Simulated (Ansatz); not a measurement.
## InP: equation of state with PBEsol+D4

**The experiment to reproduce.**

A printed reference work, data compilation reports, for a bulk crystal of InP: bulk modulus 71 GPa.

The system is InP.

```
In P
1.0
     0.00000    2.93050    2.93050
     2.93050    0.00000    2.93050
     2.93050    2.93050    0.00000
In P
1 1
Direct
  0.00000 0.00000 0.00000
  0.75000 0.75000 0.75000
```

- Program: Ansatz 0.2.0
- Task: equation of state
- Functional: PBEsol
- Dispersion: D4
- Potentials or basis: Ansatz PAW
- Cutoff: 420 eV
- Density cutoff: 1680 eV
- k mesh: 8 × 8 × 8
- Occupations: fermi-dirac, width 0.05 eV
- Spin: no spin polarisation

```json
{
  "Equilibrium volume": "24.95 Å³/atom",
  "Bulk modulus": "70 GPa",
  "Pressure derivative of the bulk modulus": "4.6"
}
```

Energy against volume, from the lowest point:
```tsv
volume (Å³/atom)	energy (meV/atom)
23.657	15.79
24.160	5.39
24.663	0.32
25.167	0.00
25.670	3.92
26.173	11.62
26.677	22.70
```

All runs of the series together: 9 s on 2 threads of Arm Neoverse V1, with other jobs on the host.

Against the measured bulk modulus of InP, 71 GPa (a printed reference work, data compilation), the calculated 70 GPa is off by -1.1 %. The fit is for a static lattice scaled at fixed shape and fixed fractional positions.
